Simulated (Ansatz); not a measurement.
**PbSe in Ansatz: the effect of functional**

The system is PbSe.

```
Pb Se
1.0
     3.70707    0.00000    0.00000
     0.00000    3.70707    0.00000
     0.00000    0.00000    3.70707
Pb Se
1 1
Direct
  0.00000 0.00000 0.00000
  0.50000 0.50000 0.50000
```

Measurements of this composition are mostly on another form, of space group No. 225.

The cell isn't the ideal one: volume scaled by 0.94.

Alike in all runs:

| Quantity | Value |
| --- | --- |
| Program | Ansatz 0.2.0 |
| Task | single point |
| Potentials or basis | Ansatz PAW |
| k mesh | 7 × 7 × 7 |
| Occupations | fermi-dirac, width 0.05 eV |
| Spin | no spin polarisation |

| functional | cutoff | pressure (GPa) |
| --- | --- | --- |
| LDA | 420 eV (not typed: the program's choice for these potentials) | -1.9 |
| PBEsol | 420 eV (not typed: the program's choice for these potentials) | -0.2 |
| r2SCAN | 500 eV (not typed: the program's choice for these potentials) | ? |

Q: What does the run with functional r2SCAN give?

A: Pressure 2.5 GPa.

Caveats: the PAW data sets come from PBE, with cores solved anew for the run's functional, which leaves a small shift of forces and pressure.
